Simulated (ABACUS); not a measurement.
# PtS2: band structure with PBEsol

The system is PtS2.

```
Pt S
1.0
     3.54320    0.00000    0.00000
    -1.77160    3.06850    0.00000
     0.00000    0.00000    5.03880
Pt S
1 2
Direct
  0.00000 0.00000 0.00000
  0.66667 0.33333 0.77300
  0.33333 0.66667 0.22700
```

* Program: ABACUS 3.10.1
* Task: band structure
* Functional: PBEsol
* Potentials or basis: PseudoDojo NC SR 0.5 PBE stringent
* Cutoff: 1143 eV
* Density cutoff: 4572 eV
* Basis: plane waves
* Occupations: fermi-dirac, width 0.05 eV
* Spin: no spin polarisation
* Radial cutoff of the potentials (pseudo_rcut): 7 bohr
* Threshold of the eigensolver: 1e-07 Ry
* Density: read from an earlier self-consistent run
* Path: G-M-K-G-A-L-H-A, L-M, K-H
* Points for each segment of the path: 10
* SCF threshold on the density: 1e-08
* Max SCF steps: 100
* Eigensolver: dav
* Mixing: broyden
* Mixing share: 0.7
* Symmetry key: -1
* Bands: 25

| Quantity | Value |
| --- | --- |
| Band gap along the path | 0.96 eV, indirect (least direct gap 1.49 eV) |

Levels at the corners of the path, in eV from the Fermi level:
```tsv
point	band 13	band 14	band 15	band 16	band 17	band 18
Γ	-1.49	-1.49	-0.48	2.10	2.10	4.28
M	-3.61	-3.39	-2.72	1.38	2.49	5.06
K	-3.07	-1.85	-1.85	0.63	0.63	5.22
Γ	-1.49	-1.49	-0.48	2.10	2.10	4.28
A	-1.68	-1.68	-1.26	2.58	2.58	4.95
L	-3.48	-3.10	-1.72	1.72	1.98	4.92
H	-3.93	-2.24	-2.24	1.85	1.85	6.83
A	-1.68	-1.68	-1.26	2.58	2.58	4.95
L	-3.48	-3.10	-1.72	1.72	1.98	4.92
M	-3.61	-3.39	-2.72	1.38	2.49	5.06
K	-3.07	-1.85	-1.85	0.63	0.63	5.22
H	-3.93	-2.24	-2.24	1.85	1.85	6.83
```

Run time: 24 s on 4 MPI ranks on Intel(R) Xeon(R) Platinum 8259CL CPU @ 2.50GHz (Skylake/Cascade Lake) (shared host), peak memory 0.6 GiB a rank.

Caveat: the density is read from an earlier self-consistent run, whose mesh may be coarse; spin-orbit coupling is left out, which moves the levels of the heavy elements.
